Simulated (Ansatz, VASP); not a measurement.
# One calculation of Ta, two programs

The input INCAR:

```
PREC = Accurate
ENCUT = 520
EDIFF = 1E-6
ISMEAR = 0
SIGMA = 0.15
LREAL = False
LASPH = True
NELM = 100
ALGO = Fast
ISIF = 2
LWAVE = False
LCHARG = False
GGA = PE
NBANDS = 12
```

The input KPOINTS:

```
Automatic mesh
0
Gamma
  18 18 18
```

File POSCAR:

```
Ta
1.0
   -1.7507551652      1.6594835689      1.8461754704
    1.7507551652     -1.6594835689      1.8461754704
    1.7507551652      1.6594835689     -1.8461754704
Ta
1
Direct
    0.0000000000      0.0000000000      0.0000000000
```

Input for Ansatz:

```yaml
crystal:
  lattice:
    - [-1.7507551652, 1.6594835689, 1.8461754704]
    - [1.7507551652, -1.6594835689, 1.8461754704]
    - [1.7507551652, 1.6594835689, -1.8461754704]
  atoms:
    - { symbol: Ta, position: [0.0, 0.0, 0.0] }
basis:
  ecutwfc: 420
kpoints:
  mp_grid: { grid: [18, 18, 18] }
hamiltonian:
  xc: pbe
  pseudopotentials: { kind: paw, azcp: { folder: soft_1 } }
scf:
  occupations: { method: gaussian, width: 0.15 }
output:
  forces: true
  stress: true
  eigenvalues: true
```

Change from the starting cell: normal strain along x +0.0550, normal strain along z +0.1125.

Alike in both runs: task single point; functional PBE; k mesh 18 × 18 × 18; occupations gaussian, width 0.15 eV; no spin polarisation.

```csv
,VASP,Ansatz
version,VASP 6.6.1,Ansatz 0.2.0
potentials or method,"VASP PAW PBE potentials, release 64 (Ta_pv)","scalar-relativistic, plane waves, PAW"
plane-wave cutoff (eV),520,420
valence electrons in the cell,11,13
```

```tsv
	VASP	Ansatz	Ansatz less VASP
gap on the k mesh at the Fermi level (eV)	none	none	-
pressure (GPa)	-22.4	-22.4	+0.08
largest component of the traceless stress (GPa)	2.72	2.72	-0.003
```

A gap of «none» marks a metal or a gap that the smearing closes. The two sets of potentials don't hold the same shells in valence.

Caveats: so large a pressure means that the cell lies far from this level's equilibrium, or that cutoff or potentials fall short (VASP). Spin-orbit coupling is left out, which matters for the levels of Ta.
